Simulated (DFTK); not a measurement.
Input of a DFTK 0.8.2 run:

File run.jl:

```julia
using DFTK
using PseudoPotentialData
using Unitful, UnitfulAtomic
using LinearAlgebra, Printf
include("save.jl")
disable_threading()

# lattice vectors are the columns
lattice = austrip(1u"Å") * [           0.0          2.256          2.256;
                    2.256            0.0          2.256;
                    2.256          2.256            0.0]
symbols   = [:Hf, :N]
positions = [[0.0, 0.0, 0.0],
             [0.5, 0.5, 0.5]]
pseudopotentials = PseudoFamily("dojo.nc.sr.pbesol.v0_4_1.standard.upf")
elements = Dict(s => ElementPsp(s, pseudopotentials) for s in unique(symbols))
atoms    = [elements[s] for s in symbols]

build_model(lattice, positions; symmetries=true) =
    model_DFT(lattice, atoms, positions;
              functionals=PBEsol(),
              temperature=austrip(0.05u"eV"),
              smearing=Smearing.FermiDirac(),
              symmetries)
Ecut  = 42.0  # hartree
kgrid = [10, 10, 10]
tol   = 1e-6
to_GPa = ustrip(uconvert(u"GPa", 1u"hartree/bohr^3"))

model = build_model(lattice, positions)
basis = PlaneWaveBasis(model; Ecut, kgrid)
display(basis)
scfres = self_consistent_field(basis;
                               tol,
                               nbandsalg=AdaptiveBands(model; n_bands_converge=13))
display(scfres.energies)
@printf "Fermi level: %.6f eV\n" ustrip(auconvert(u"eV", something(scfres.εF, NaN)))
forces = compute_forces_cart(scfres)
println("Forces (eV/Å)")
for (s, f) in zip(symbols, forces)
    @printf "%-3s %12.6f %12.6f %12.6f\n" s ustrip.(auconvert.(u"eV/Å", f))...
end
stress = compute_stresses_cart(scfres)
println("Stress (GPa)")
display(round.(stress * to_GPa; digits=4))
println("Levels at the first k-point (eV): ", round.(ustrip.(auconvert.(u"eV", scfres.eigenvalues[1][1:scfres.n_bands_converge])); digits=4))
save_scf!(scfres; forces, stress)
```

Potentials or basis: dojo.nc.sr.pbesol.v0_4_1.standard.upf (PBEsol).

Command:

```sh
$ julia --threads=1 run.jl  # save.jl only writes the numbers to a file and isn't shown; printed stress counts tension as positive; times include loading and compiling
```

Question: Predict the band gap on the k mesh.

Answer: None (metal or under the smearing width).

Question: Predict the pressure.

Answer: -2.8 GPa.

Spin-orbit coupling is left out, which matters for the levels of Hf.
